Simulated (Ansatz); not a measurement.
The system is Pt.

```
Pt
1.0
     0.00000    1.96090    1.96090
     1.96090    0.00000    1.96090
     1.96090    1.96090    0.00000
Pt
1
Direct
  0.00000 0.00000 0.00000
```

- Program: Ansatz 0.2.0
- Task: relaxation of cell and atoms
- Functional: BLYP
- Potentials or basis: all-electron LAPW, scalar-relativistic
- Basis error allowed: 0.001 eV/atom
- k mesh: 12 × 12 × 12
- Occupations: fermi-dirac, width 0.05 eV
- Spin: no spin polarisation

At the start: volume 15.08 Å³/atom.

Q: How do energy, volume and symmetry change on relaxing?

A: Over 5 steps the energy falls by 111.8 meV/atom and the volume is 16.64 Å³/atom (+10.3 %); space group Fm-3m (No. 225, to 0.05 Å).

The path:
| step | energy change (eV) | largest force (eV/Å) | volume (Å³) |
| --- | --- | --- | --- |
| 1 | 0.0000 | 0.0000 | 15.08 |
| 2 | -0.0925 | 0.0000 | 17.39 |
| 3 | -0.1110 | 0.0000 | 16.79 |
| 4 | -0.1118 | 0.0000 | 16.64 |
| 5 | -0.1118 | 0.0000 | 16.64 |

Final structure:
```
Pt
1.0
     0.00000    2.02632    2.02632
     2.02632    0.00000    2.02632
     2.02632    2.02632    0.00000
Pt
1
Direct
  0.00000 0.00000 0.00000
```

Caveat: the volume moved by +10 % from the deposited cell, more than functionals usually miss.
